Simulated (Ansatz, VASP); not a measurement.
## Cross-check of InP between VASP and Ansatz

One calculation is typed for both programs; each brings its own data sets. How far apart do they land? The structure shown is the start of the Ansatz relaxation below; VASP solves that cell, so the two are compared at the walk's first step.

Main program and level: Ansatz 0.2.0; plane waves, with VASP 6.6.1 beside it; single point at LDA.

### Step 1. The starting structure

Symmetry: Imm2, No. 44, orthorhombic system. Conventional cell: a = 4.038 Å, b = 4.121 Å, c = 5.858 Å, α = 90.00°, β = 90.00°, γ = 90.00°. Nearest to P lie 4 In at 2.50 to 2.52 Å. In has 4 P at 2.50 to 2.52 Å nearest. Farther neighbours are not listed.

Coordinates:

```cif
data_structure
_symmetry_space_group_name_H-M 'Imm2'
_symmetry_Int_Tables_number 44
_cell_length_a 4.0379
_cell_length_b 4.1213
_cell_length_c 5.8585
_cell_angle_alpha 90.000
_cell_angle_beta 90.000
_cell_angle_gamma 90.000
_cell_volume 97.49
loop_
_atom_site_label
_atom_site_type_symbol
_atom_site_symmetry_multiplicity
_atom_site_Wyckoff_symbol
_atom_site_fract_x
_atom_site_fract_y
_atom_site_fract_z
_atom_site_occupancy
P1 P 2 b 0.50000 0.00000 0.74910 1
In1 In 2 a 0.00000 0.00000 0.00090 1
```

### Step 2. Ansatz: relaxation, LDA

Ansatz runs on its PAW soft_1 files.

The two programs are compared at the cell with which this relaxation starts, whose forces are those of its first step.

File input.yaml:

```yaml
crystal:
  lattice:
    - [-0.0294767125, 2.8846975291, 2.9292257257]
    - [2.8846975291, -0.0294767125, 2.9292257257]
    - [2.8552208165, 2.8552208165, 0.0]
  atoms:
    - { symbol: P, position: [0.7491006422, 0.7491006422, 0.7508993578] }
    - { symbol: In, position: [0.0008993578, 0.0008993578, -0.0008993578] }
  conventional_axes: [[0, 0, 1], [1, -1, 0], [1, 1, -1]]
kpoints:
  mp_grid: { grid: [20, 20, 20] }
hamiltonian:
  xc: lda
  pseudopotentials: { kind: paw, azcp: { folder: soft_1 }, xc_functional: pbe }
scf:
  occupations: { method: gaussian, width: 0.02 }
output:
  forces: true
  stress: true
  eigenvalues: true
relax:
  adjacent_minimum: "off"
  f_tol: 0.001
  max_steps: 60
  cell: { stress_tol: 0.01, fix: [a, angles] }
```

Run with:

```bash
$ ansatz run input.yaml --threads 4 --pin off --max-ram 10240MiB --backend cpu --events-out ev --progress --plain --runs-dir out
```

Numbers of over 12 decimals in the logs are rounded to 6 here.

The log of the run:

```text
Engine: ansatz 0.2.0, aarch64-unknown-linux-gnu
Pseudopotentials: kind: paw
Pseudopotential: P, paw, valence charge 5, recommended cutoff 420 eV (normal), soft_1/P.paw.azcp
Pseudopotential: In, paw, valence charge 13, recommended cutoff 420 eV (normal), soft_1/In.paw.azcp
Functional definition: SPW92
  exchange = slater_x
  correlation = pw_c
Crystal: 2 atoms, lattice volume = 48.746 Å³
Basis set: ecut = 420 eV, 941 PW (Γ)
Bands: 13, of which v1, the nominal top of the filled ones, is band 9 counted from 1 (8 counted from 0)
Symmetry: 4 space group operations
Space group: Imm2 (ITA 44), of the structure as read, at distance tolerance 3.7e-5 Å
k-points: 1166 of 8000 (time reversal used)
Non-local potential: P, projectors of the file, l = 0: 2, l = 1: 2, l = 2: 1
Non-local potential: In, projectors of the file, l = 0: 2, l = 1: 2, l = 2: 2, l = 3: 1
PAW form: soft (Blöchl's): semilocal exchange-correlation on the pseudo side does not see the compensation charge
PAW frozen core: P, regenerated for the run's functional, and the local potential with it (the file was generated under x = pbe(κ = 0.804, μ = 0.219515), c = pbe(β = 0.066725))
PAW frozen core: In, regenerated for the run's functional, and the local potential with it (the file was generated under x = pbe(κ = 0.804, μ = 0.219515), c = pbe(β = 0.066725))
PAW one-centre angular grid: P, 110 points (default); XC on 64 Gauss nodes
PAW one-centre angular grid: In, 590 points (default); XC on 64 Gauss nodes
Initial density: superposition of atomic densities (chi_scale 0.1, normalization cell, long waves kept (reshape's long-wave potential 0.00 eV rms))
Initial wavefunctions: pseudopotential atomic-orbital guess
Functional: x = slater, c = lda
SCF iter   1: F=—  HF=-6183.863974 eV  |F-HF|=—  |Δ(HF+E_count)|=         —  Δρ=3.36e-2  dr2=8.10e-1  ethr=3.10e-3  ⟨swp⟩=6.4  Hψ=104857  notcnv=0
preconditioner: auto → none  [insulator: Δε(μ)=0.910 eV  Ē_g=14.504 eV  σ=0.020 eV  W_gap=1.00  n_scr=14 (ndim 8)  ℏωp=22.6 eV  f_vac=0.000  D(μ)=0.00/eV (n_scr^D=0)  ε∞_Penn≈3.4]
SCF iter   2: F=—  HF=-6183.620518 eV  |F-HF|=—  |Δ(HF+E_count)|=   2.43e-1  Δρ=1.55e-2  dr2=9.05e-2  ethr=3.10e-3  ⟨swp⟩=3.6  Hψ=39954  notcnv=0
SCF iter   3: F=—  HF=-6183.600583 eV  |F-HF|=—  |Δ(HF+E_count)|=   1.99e-2  Δρ=5.87e-3  dr2=1.21e-2  ethr=5.03e-4  ⟨swp⟩=2.5  Hψ=25755  notcnv=0
SCF iter   4: F=—  HF=-6183.598068 eV  |F-HF|=—  |Δ(HF+E_count)|=   2.52e-3  Δρ=7.42e-4  dr2=1.30e-4  ethr=6.69e-5  ⟨swp⟩=3.1  Hψ=30194  notcnv=0
SCF iter   5: F=—  HF=-6183.598038 eV  |F-HF|=—  |Δ(HF+E_count)|=   3.03e-5  Δρ=1.42e-4  dr2=5.79e-6  ethr=7.24e-7  ⟨swp⟩=2.0  Hψ=25668  notcnv=0
SCF iter   6: F=—  HF=-6183.598038 eV  |F-HF|=—  |Δ(HF+E_count)|=   1.64e-7  Δρ=1.99e-5  dr2=1.72e-7  ethr=3.22e-8  ⟨swp⟩=3.0  Hψ=28073  notcnv=0
SCF iter   7: F=-6183.598038 eV  HF=-6183.598038 eV  |F-HF|=4.37e-9  |Δ(HF+E_count)|=   2.63e-8  Δρ=3.52e-6  dr2=6.40e-9  ethr=5.56e-10  ⟨swp⟩=7.1  Hψ=80170  notcnv=0
SCF 1 converged in 7 iterations: F = -6183.598038 eV  dr2 = 6.40e-9
  greatest PAW one-centre occupation: 0.982 electrons in one spin orbital (limit 2), on the In atom at site 1 (counted from 0), in its partial waves of l = 2
relax step   1: F+E_penalty+E_count = -6183.59803759 eV  Δ(F+E_penalty+E_count) = +0.000e0 eV  max|allowed force component| = 9.286e-2 eV/Å  Δτ_max = 0.0000 Å  P = +1.079 GPa  Ω = 48.746 Å³  fix = [a, alpha, beta, gamma]  reactions: a +2.569 GPa  (7 SCF iters, dr2 threshold 1.00e-7 eV, accepted)
[...]
relax step   2: F+E_penalty+E_count = -6183.59898877 eV  Δ(F+E_penalty+E_count) = -9.512e-4 eV  max|allowed force component| = 5.283e-3 eV/Å  Δτ_max = 0.0054 Å  P = +0.604 GPa  Ω = 49.040 Å³  energy of the carried Pulay correction = -3.104e-5 eV  fix = [a, alpha, beta, gamma]  reactions: a +1.918 GPa  (4 SCF iters, dr2 threshold 2.00e-7 eV, accepted)
[...]
relax step   3: F+E_penalty+E_count = -6183.59900438 eV  Δ(F+E_penalty+E_count) = -1.561e-5 eV  max|allowed force component| = 4.995e-4 eV/Å  Δτ_max = 0.0001 Å  P = +0.636 GPa  Ω = 49.018 Å³  energy of the carried Pulay correction = -2.874e-5 eV  fix = [a, alpha, beta, gamma]  reactions: a +1.904 GPa  (4 SCF iters, dr2 threshold 2.68e-8 eV, accepted)
[...]
relax step   4: F+E_penalty+E_count = -6183.59903418 eV  Δ(F+E_penalty+E_count) = -2.980e-5 eV  max|allowed force component| = 5.028e-4 eV/Å  Δτ_max = 0.0000 Å  P = +0.636 GPa  Ω = 49.018 Å³  fix = [a, alpha, beta, gamma]  reactions: a +1.904 GPa  stress off target by 4.96e-3 GPa on what of the cell is left free  SCF on the basis re-selected at this cell (its energy is not comparable with the rows above)  (6 SCF iters)
basis re-selected at this cell: Δ(F+E_penalty+E_count) = -2.980e-5 eV, ΔP = +0.000 GPa vs the last step (what re-selecting the basis moved, of the pressure what is left beyond the Pulay correction that the steps carried, after the strain that the cell walked since its last selection, with what the two solves' SCF thresholds leave and, on support functions, any second-order correction that the steps lacked; it is no m [...]
SCF converged after 6 iterations
Free energy (F): -6183.599034 eV
Harris-Foulkes:  -6183.599034 eV  (|F-HF|=9.09e-13)
Internal energy: -6183.599034 eV  (E = F + TS)
E sigma→0 (E₀):  -6183.599034 eV
Fermi energy:    7.477629 eV
--- Per-component energies (eV) ---
  E_band       = -51.450769
  E_kinetic    = 289.467142
  E_local      = -1319.600538  (includes V_loc(G=0)·N_el)
  E_nonlocal   = 363.979279
  E_hartree    = 527.275408
  E_xc         = -214.278909
  E_vxc        = -151.951826  (∫ρ·V_xc dr)
  E_paw        = -4599.245759  (= ΣΔE_a)
  E_vpaw       = -287.895730  (= ΣTr[D̂ρ^β])
  E_aug_tail   = 0.000083  (compensation charges beyond the density's cutoff)
  E_ewald      = -1231.597626
  E_core_change = 0.401886  (= ΣΔE_core)
  E_smearing   = -0.000000  (= −TS)
  E_closure    = 0.000000  (closes the sum)
  Σ components = -6183.599034   (vs F -6183.599034, Δ=0.00e0)
--- Forces (eV/Å), atoms counted from 1 ---
  atom   1  P      0.00000000     0.00000000     0.00050266
  atom   2  In    -0.00000000    -0.00000000    -0.00050286
  max |Σ_I F_I| component: 2.04e-7 eV/Å
--- Stress (GPa, compression-positive) ---
        0.952229       0.952150      -0.000000
        0.952150       0.952229      -0.000000
       -0.000000      -0.000000       0.004962
  P = ⅓ Tr σ = 0.6365 GPa (6.365 kbar)
--- Band table (eV; the first three rows and the last of 1166) ---
  k-point 0: bands = [... 5 lower, -4.6247, 7.0428, 7.0776, 7.2257, 7.7296, 10.9515, 11.1071, 11.1846]
  k-point 1: bands = [... 5 lower, -4.5937, 6.6725, 7.0426, 7.0805, 8.1063, 11.0072, 11.1368, 11.2058]
  k-point 2: bands = [... 5 lower, -4.5017, 5.9474, 6.9461, 6.9674, 8.5210, 11.1600, 11.1917, 11.3464]
  k-point 1165: bands = [... 5 lower, -2.1348, 1.0370, 4.6363, 4.8656, 8.7078, 9.4019, 16.1276, 16.7032]
--- Relaxed structure (3 steps of the walk, 3 accepted, 1 SCFs on fresh bases) ---
  F+E_penalty+E_count = -6183.59903418 eV   max|allowed force component| = 5.028e-4 eV/Å   (the final SCF, on the basis selected at the relaxed cell)
  cell:  # Å, volume = 49.0183 Å³
    - [-0.029788, 2.885009, 2.944967]
    - [2.885009, -0.029788, 2.944967]
    - [2.8552208165, 2.8552208165, -4.873658840775736e-11]
  atoms:
    - { symbol: P, position: [0.748200, 0.748200, 0.751800] }
    - { symbol: In, position: [0.00180037, 0.00180037, -0.00180037] }
```

Reading the cycles: dr2 is the Hartree energy of the density residual (eV), the measure of convergence; HF is the Harris–Foulkes estimate of the energy, which meets the free energy F at convergence.

### Step 3. VASP: single point, LDA, start cell

The same cell, functional (in two slightly different forms), mesh and smearing now go to VASP, with its own data sets.

Lines of VASP's logs that name or quote its potential files are left out, and so is its time.

File INCAR:

```
SYSTEM = InP
PREC = Accurate
ENCUT = 400
EDIFF = 1E-06
NELM = 120
ISMEAR = 0
SIGMA = 0.02
LREAL = .FALSE.
ALGO = Normal
GGA = CA
NBANDS = 15
LORBIT = 11
LWAVE = .FALSE.
LCHARG = .FALSE.
ISIF = 2
LASPH = .TRUE.
GGA_COMPAT = .FALSE.
EFERMI = MIDGAP
KPAR = 2
```

File POSCAR:

```
InP
1.0
   -0.0294770000      2.8846980000      2.9292260000
    2.8846980000     -0.0294770000      2.9292260000
    2.8552210000      2.8552210000      0.0000000000
P In
1 1
Direct
    0.7491006157      0.7491006157      0.7508992092
    0.0008993843      0.0008993843      0.9991006157
```

File KPOINTS:

```
Automatic mesh
0
Gamma
20 20 20
0 0 0
```

Potentials, in the order of the species: P and In_d (LDA family, release 64).

Run with:

```bash
$ mpirun -np 2 vasp_std
```

The log of the run:

```text
[banner, memory and clock lines left out]
running    2 mpi-ranks, on    1 nodes
 distrk:  each k-point on    1 cores,    2 groups
 distr:  one band on    1 cores,    1 groups

 POSCAR found type information on POSCAR P In
 POSCAR found :  2 types and       2 ions
 LDA part: xc-table for (Slater(with rela. corr.)+CA(PZ))
 , standard interpolation
 POSCAR, INCAR and KPOINTS ok, starting setup
 FFT: planning ... GRIDC
 FFT: planning ... GRID_SOFT
 FFT: planning ... GRID
 WAVECAR not read
 entering main loop
       N       E                     dE             d eps       ncg     rms          rms(c)
DAV:   1     0.102940274704E+03    0.10294E+03   -0.73248E+03 35335   0.113E+03
DAV:   2    -0.323868673134E+01   -0.10618E+03   -0.10216E+03 38578   0.280E+02
DAV:   3    -0.993674532977E+01   -0.66981E+01   -0.66668E+01 45046   0.747E+01
DAV:   4    -0.101110853536E+02   -0.17434E+00   -0.17428E+00 45018   0.131E+01
DAV:   5    -0.101191073761E+02   -0.80220E-02   -0.80218E-02 52288   0.236E+00    0.612E+00
DAV:   6    -0.971758936819E+01    0.40152E+00   -0.61698E-01 56330   0.139E+01    0.366E+00
DAV:   7    -0.967284445925E+01    0.44745E-01   -0.15819E-01 49825   0.342E+00    0.120E+00
DAV:   8    -0.966763764823E+01    0.52068E-02   -0.14560E-02 46339   0.148E+00    0.423E-01
DAV:   9    -0.966738305083E+01    0.25460E-03   -0.11495E-03 48433   0.395E-01    0.192E-01
DAV:  10    -0.966741275363E+01   -0.29703E-04   -0.16470E-04 55663   0.167E-01    0.116E-01
DAV:  11    -0.966741568157E+01   -0.29279E-05   -0.33700E-05 55200   0.941E-02    0.722E-02
DAV:  12    -0.966741320153E+01    0.24800E-05   -0.55337E-06 44801   0.199E-02    0.125E-02
DAV:  13    -0.966741318096E+01    0.20572E-07   -0.44557E-07 26702   0.379E-03
   1 F= -.96674132E+01 E0= -.96674132E+01  d E =-.151352-101
```

Parts of OUTCAR (step 3):

```text
ion  position               nearest neighbor table
   1  0.749  0.749  0.751-   2 2.50   2 2.50   2 2.52   2 2.52
   2  0.001  0.001  0.999-   1 2.50   1 2.50   1 2.52   1 2.52

  LATTYP: Found a body centered orthorhombic cell.
 ALAT       =     4.0378922618
 B/A-ratio  =     1.0206477887
 C/A-ratio  =     1.4508688247

 Subroutine GETGRP returns: Found  4 space group operations
 (whereof  4 operations were pure point group operations)

The static configuration has the point symmetry C_2v.

 Found   1166 irreducible k-points:

   k-points           NKPTS =   1166   k-points in BZ     NKDIM =   1166   number of bands    NBANDS=     15

   dimension x,y,z NGX =    28 NGY =   28 NGZ =   28
   dimension x,y,z NGXF=    56 NGYF=   56 NGZF=   56

   ENCUT  =  400.0 eV  29.40 Ry    5.42 a.u.   6.70  6.70  6.58*2*pi/ulx,y,z

   NELECT =      18.0000    total number of electrons

 k-points in reciprocal lattice and weights: Automatic mesh
   0.00000000  0.00000000  0.00000000       0.000
   0.05000000 -0.00000000  0.00000000       0.001
   0.10000000  0.00000000  0.00000000       0.001
   0.15000000  0.00000000  0.00000000       0.001
   0.20000000  0.00000000  0.00000000       0.001
   0.25000000  0.00000000  0.00000000       0.001
   0.30000000  0.00000000  0.00000000       0.001
   0.35000000  0.00000000  0.00000000       0.001
   0.40000000  0.00000000  0.00000000       0.001
[...]
0.25000000  0.25000000  0.50000000       0.000
  -0.25000000  0.25000000  0.50000000       0.000

 average (electrostatic) potential at core
       1 -83.6811       2 -94.9175

 E-fermi :   5.7470

 k-point     1 :       0.0000    0.0000    0.0000
  band No.  band energies     occupation
    ...
      5      -8.7171      2.00000
      6      -6.4017      2.00000
      7       5.3130      2.00000
      8       5.3415      2.00000
      9       5.4492      2.00000
     10       6.0448      0.00000
     11       9.1981      0.00000
     12       9.3571      0.00000
     13       9.4534      0.00000
     14      13.8075      0.00000
    ...

 k-point     2 :       0.0500   -0.0000    0.0000
  band No.  band energies     occupation
    ...
      5      -8.7171      2.00000
      6      -6.3715      2.00000
      7       4.8660      2.00000
      8       5.2876      2.00000
      9       5.4150      2.00000
     10       6.4162      0.00000
     11       9.2261      0.00000
     12       9.3915      0.00000
     13       9.5050      0.00000
     14      13.9667      0.00000
    ...

 k-point     3 :       0.1000    0.0000    0.0000
  band No.  band energies     occupation
    ...
      5      -8.7171      2.00000
      6      -6.2820      2.00000
      7       4.1187      2.00000
      8       5.1898      2.00000
      9       5.3203      2.00000
     10       6.8613      0.00000
     11       9.3293      0.00000
     12       9.5121      0.00000
     13       9.6457      0.00000
     14      14.2037      0.00000
    ...

  Total        0.4029872      0.4029872      0.1934180      0.3838760      0.0000000      0.0000000
  in kB       13.2453557     13.2453557      6.3572507     12.6172109      0.0000000      0.0000000
  external PRESSURE =      10.9493207 kB  Pullay stress =       0.0000000 kB

  energy-cutoff  :      400.00
  volume of cell :       48.75
      direct lattice vectors                 reciprocal lattice vectors
    -0.029477000  2.884698000  2.929226000    -0.171575146  0.171575146  0.170693555
     2.884698000 -0.029477000  2.929226000     0.171575146 -0.171575146  0.170693555
     2.855221000  2.855221000  0.000000000     0.175117793  0.175117793 -0.170693555

 POSITION                                       TOTAL-FORCE (eV/Angst)
 -----------------------------------------------------------------------------------
      4.28283      4.28283      4.38857        -0.000000     -0.000000     -0.092594
      2.85522      2.85522      0.00527         0.000000      0.000000      0.092594
 -----------------------------------------------------------------------------------
    total drift:                                0.000099      0.000099     -0.000071

  FREE ENERGIE OF THE ION-ELECTRON SYSTEM (eV)
  ---------------------------------------------------
  free  energy   TOTEN  =        -9.6674131810 eV

  energy  without entropy=       -9.6674131810  energy(sigma->0) =       -9.66741318

 total charge
# of ion       s       p       d       tot
------------------------------------------
    1        1.034   1.501   0.000   2.535
    2        0.848   0.818   9.901  11.567
--------------------------------------------------
tot          1.881   2.319   9.901  14.102

[... 3 further parts left out ...]
```

The run ends at a pressure of 1.09 GPa, with forces up to 0.093 eV/Å.

### Step 4. Side by side

Known differences besides the potentials themselves: the two LDA forms differ slightly; the cutoff is 420 eV in Ansatz and 400 eV in VASP; VASP's log shows a relativistic correction to its local exchange, Ansatz's none. Total energies have different zeros and are not compared.

Forces (eV/Å; atoms numbered as in POSCAR):

| atom | Ansatz x, y, z | VASP x, y, z |
| --- | --- | --- |
| P1 | 0.000, 0.000, -0.093 | 0.000, 0.000, -0.093 |
| In2 | 0.000, 0.000, 0.093 | 0.000, 0.000, 0.093 |

The forces differ by 0.1 meV/Å r.m.s., which is 0.3 % of the r.m.s. force of 0.053 eV/Å (both taken over all components).

### Step 5. Outcome

```yaml
r_m_s_force_difference_single_point_lda_start_cell: 0.15 meV/Å
```

**Reading.** The r.m.s. force difference is 0.15 meV/Å (single point, LDA, start cell), within the 12 meV/Å picked in this series as the mark of a large difference. 3 further runs of this series are not shown here. Such differences can come from data sets, numerical settings and the points named under the comparisons, not from the functional's error against experiment.

[Lines on the potential files, build, host, timing and source positions are cut from VASP's logs without a mark.]

[Logs are printed without paths, hosts, clocks, repeated set-up lines and the standing remarks that a program may print on its own settings, such as how far it seeks lower states.]

[Hosts, paths, dates, database ids (printed as entryN), source tags and the programs' standing remarks are cut or masked in the printed files.]
